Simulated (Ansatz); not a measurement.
# PbS: relaxation of cell and atoms with PBEsol

Crystal: PbS.

```
Pb S
1.0
     2.07995   -5.99130    0.00000
     2.07995    5.99130    0.00000
     0.00000    0.00000    4.27932
Pb S
2 2
Direct
  0.13056 0.86944 0.25000
  0.86944 0.13056 0.75000
  0.35480 0.64520 0.25000
  0.64520 0.35480 0.75000
```

Measurements of this composition are mostly on another form, of space group No. 225.

```yaml
Program: Ansatz 0.2.0
Task: relaxation of cell and atoms
Functional: PBEsol
Potentials_or_basis: all-electron LAPW, scalar-relativistic
Basis_error_allowed: 0.002 eV/atom
k_mesh: 7 × 7 × 6
Occupations: fermi-dirac, width 0.05 eV
Spin: no spin polarisation
```

The relaxed volume is 25.16 Å³/atom, the relaxed cell is a = 6.150 Å, b = 6.150 Å, c = 4.235 Å, α = 90.00°, β = 90.00°, γ = 141.08° and the space group after relaxing (to 0.05 Å) is Cmcm (No. 63). The energy gained by relaxing is 8.7 meV/atom. The ionic steps are 7. The pressure after relaxing is 0.0 GPa. The band gap on the k mesh is 1.08 eV.

The path:
```
step  energy change (eV)  largest force (eV/Å)  volume (Å³)
   1              0.0000                0.0341       106.65
   2             -0.0190                0.0994        97.73
   3             -0.0342                0.0159       101.16
   4             -0.0347                0.0056       100.74
   5             -0.0347                0.0060       100.66
   6             -0.0347                0.0005       100.65
   7             -0.0348                0.0005       100.65
```

Final structure:
```
CELL_PARAMETERS angstrom
2.04914 -5.79907 0.00000
2.04914 5.79907 0.00000
0.00000 0.00000 4.23500
ATOMIC_POSITIONS crystal
Pb 0.12706 0.87294 0.25000
Pb 0.87294 0.12706 0.75000
S 0.35887 0.64113 0.25000
S 0.64113 0.35887 0.75000
```

Wall time 2.1 min on 2 threads of Arm Neoverse V2 (shared host), peak memory 0.64 GiB.

Caveat: spin-orbit coupling is left out, which as a rule narrows the gap of such compounds by several tenths of an eV; an odd mesh through Γ misses points on the zone boundary, where band edges often lie.
